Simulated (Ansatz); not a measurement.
The system is Al2Cu.

```
CELL_PARAMETERS angstrom
-2.03034 2.03034 2.85109
2.03034 -2.03034 2.85109
2.03034 2.03034 -2.85109
ATOMIC_POSITIONS crystal
Cu 0.50000 0.50000 0.00000
Al 0.25000 0.75000 0.50000
Al 0.75000 0.25000 0.50000
```

The cell comes from a database or a generator and needn't be the stable form of this composition.

Below is the output of Ansatz 0.2.0 for this cell. Logs are shortened: lines on timing, memory, paths and dates and some standing lists are left out, and cuts for length are marked.

```text
Warning: RAYON_NUM_THREADS=2 ignored (pool sized by the plan → 2); use --threads N
Engine: ansatz 0.2.0, aarch64-unknown-linux-gnu
Pseudopotentials: kind: paw
Pseudopotential: Cu, paw, valence charge 19, recommended cutoff 420 eV (normal), Cu.paw.azcp
Pseudopotential: Al, paw, valence charge 3, recommended cutoff 420 eV (normal), Al.paw.azcp
Functional definition: PBEsol
  exchange = pbesol_x
  correlation = pbesol_c
Crystal: 3 atoms, lattice volume = 47.012 Å³
Basis set: ecut = 420 eV, 925 PW (Γ), exchange–correlation on 60×60×60 points (8 copies of the dense FFT grid, shifted against one another)
Bands: 17, of which v1, the nominal top of the filled ones, is band 13 counted from 1 (12 counted from 0)
Symmetry: 16 space group operations
Space group: I4/mmm (ITA 139), of the structure as read, at distance tolerance 3.6e-5 Å
k-points: 75 of 729
Non-local potential: Cu, projectors of the file, l = 0: 3, l = 1: 2, l = 2: 3, l = 3: 1
Non-local potential: Al, projectors of the file, l = 0: 2, l = 1: 2, l = 2: 1
PAW form: soft (Blöchl's): semilocal exchange-correlation on the pseudo side does not see the compensation charge
PAW frozen core: Cu, regenerated for the run's functional, and the local potential with it (the file was generated under x = pbe(κ = 0.804, μ = 0.2195149727645171), c = pbe(β = 0.06672455060314922))
PAW frozen core: Al, regenerated for the run's functional, and the local potential with it (the file was generated under x = pbe(κ = 0.804, μ = 0.2195149727645171), c = pbe(β = 0.06672455060314922))
PAW one-centre angular grid: Cu, 590 points (default); XC on 64 Gauss nodes
PAW one-centre angular grid: Al, 110 points (default); XC on 64 Gauss nodes
Initial density: superposition of atomic densities (neutral atoms: chi_scale 0, normalization atom), corrected by the library's trained network
Initial wavefunctions: pseudopotential atomic-orbital guess
Functional: x = pbesol(κ = 0.804, μ = 0.12345679012345678), c = pbesol(β = 0.046)
SCF iter   1: F=—  HF=-7638.411520 eV  |F-HF|=—  |Δ(HF+E_count)|=         —  Δρ=8.58e-3  dr2=1.90e-2  ethr=1.77e-3  ⟨swp⟩=5.3  Hψ=6496  notcnv=0
preconditioner: auto → Kerker (q_TF=auto, 2.456 Å⁻¹)  [metal: Δε(μ)=0.017 eV  Ē_g=8.415 eV  σ=0.050 eV  W_gap=0.09  n_scr=14 (ndim 8)  ℏωp=22.3 eV  f_vac=0.002  D(μ)=1.73/eV (n_scr^D=14)]
SCF iter   2: F=—  HF=-7638.408090 eV  |F-HF|=—  |Δ(HF+E_count)|=   3.43e-3  Δρ=1.21e-3  dr2=7.47e-4  ethr=7.60e-5  ⟨swp⟩=2.0  Hψ=2738  notcnv=0  defer=7
SCF iter   3: F=—  HF=-7638.408013 eV  |F-HF|=—  |Δ(HF+E_count)|=   7.63e-5  Δρ=1.05e-3  dr2=5.07e-4  ethr=2.99e-6  ⟨swp⟩=2.1  Hψ=1675  notcnv=0  defer=7
SCF iter   4: F=—  HF=-7638.408068 eV  |F-HF|=—  |Δ(HF+E_count)|=   5.47e-5  Δρ=3.66e-4  dr2=9.21e-5  ethr=2.03e-6  ⟨swp⟩=1.0  Hψ=1266  notcnv=0  defer=7
[... 88 lines left out ...]
  E_kinetic    = 350.651942
  E_local      = -5771.258859  (includes V_loc(G=0)·N_el)
  E_nonlocal   = 403.363412
  E_hartree    = 2583.086539
  E_xc         = -171.241178
  E_vxc        = -178.206065  (∫ρ·V_xc dr)
  E_paw        = -2528.264936  (= ΣΔE_a)
  E_vpaw       = -442.592905  (= ΣTr[D̂ρ^β])
  E_aug_tail   = 0.000224  (compensation charges beyond the density's cutoff)
  E_ewald      = -2504.872038
  E_core_change = 0.244480  (= ΣΔE_core)
  E_smearing   = -0.013176  (= −TS)
  E_closure    = 0.000000  (closes the sum)
  Σ components = -7638.303589   (vs F -7638.303589, Δ=0.00e0)
--- Forces (eV/Å), atoms counted from 1 ---
  atom   1  Cu    -0.00000000    -0.00000000    -0.00000000
  atom   2  Al     0.00000000    -0.00000000     0.00000000
  atom   3  Al     0.00000000    -0.00000000     0.00000000
  max |Σ_I F_I| component: 3.47e-17 eV/Å
--- Stress (GPa, compression-positive) ---
        9.956129      -0.000000      -0.000000
       -0.000000       9.956129       0.000000
        0.000000       0.000000       9.968075
  P = ⅓ Tr σ = 9.9601 GPa (99.601 kbar)
--- Band table (eV; the first three rows and the last of 75) ---
  k-point 0: bands = ["-103.4381", "-60.9362", "-60.9362", "-60.9361", "-0.4381", "5.4627", "5.4633", "5.4633", "6.0833", "6.0843", "13.2784", "13.2784", "13.2831", "13.6464", "13.6536", "13.6536", "15.6476"]
  k-point 1: bands = ["-103.4381", "-60.9362", "-60.9362", "-60.9361", "-0.2024", "5.3971", "5.5010", "5.5016", "6.0369", "6.1063", "11.6077", "11.6130", "12.4652", "12.9216", "15.1464", "15.6444", "15.6516"]
  k-point 2: bands = ["-103.4381", "-60.9362", "-60.9362", "-60.9361", "0.4989", "5.2280", "5.6189", "5.6197", "5.8987", "6.1631", "10.1143", "10.1193", "10.4823", "12.0298", "13.2304", "17.9207", "17.9345"]
  k-point 74: bands = ["-103.4381", "-60.9362", "-60.9362", "-60.9362", "4.0513", "4.1853", "4.8375", "6.0146", "6.0896", "6.2317", "6.2670", "7.6756", "8.3935", "11.4479", "12.5883", "18.8067", "21.3106"]
--- Relaxed structure (6 steps of the walk, 6 accepted, 1 SCFs on fresh bases) ---
  F+E_penalty+E_count = -7638.30358891 eV   max|allowed force component| = 1.156e-17 eV/Å   (the final SCF, on the basis selected at the relaxed cell)
  cell:  # Å, volume = 43.3545 Å³
    - [-1.972013930269401, 1.972013930269401, 2.787110561856715]
    - [1.972013930269401, -1.972013930269401, 2.787110561856715]
    - [1.972013930269401, 1.972013930269401, -2.787110561856715]
  atoms:
    - { symbol: Cu, position: [0.49999999999999994, 0.49999999999999994, 3.022086924852593e-34] }
    - { symbol: Al, position: [0.24999999999999997, 0.75, 0.5] }
    - { symbol: Al, position: [0.75, 0.24999999999999997, 0.5] }
```

Q: What input gives this log?

A: Relaxation of cell and atoms with PBEsol, no spin polarisation. The files as run (others can give the same):

input.yaml
```yaml
crystal:
  lattice:
    - [-2.0303375, 2.0303375, 2.851094]
    - [2.0303375, -2.0303375, 2.851094]
    - [2.0303375, 2.0303375, -2.851094]
  atoms:
    - { symbol: Cu, position: [0.5, 0.5, 0.0] }
    - { symbol: Al, position: [0.25, 0.75, 0.5] }
    - { symbol: Al, position: [0.75, 0.25, 0.5] }
hamiltonian:
  xc: pbesol
  pseudopotentials: { kind: paw }
kpoints:
  mp_grid: { grid: [9, 9, 9] }
scf:
  occupations: { method: fermi_dirac, width: 0.05 }
output:
  forces: true
  stress: true
  eigenvalues: true
  write_density: true
  write_potential: true
  elf: true
  volumetric_format: npy
relax:
  f_tol: 0.01
  max_steps: 40
  cell: { stress_tol: 0.05, p_target: 10.0 }
```

Potentials or basis: Ansatz PAW.
The run is started by
```console
$ ansatz run input.yaml --threads 2 --pin off --max-ram 5632MiB --backend cpu --events-out ev --progress --plain --runs-dir out
```

Caveat: the plane-wave basis is chosen anew once the cell has moved, so the energies of steps on either side of that aren't comparable; the PAW data sets come from PBE, with cores solved anew for the run's functional, which leaves a small shift of forces and pressure.
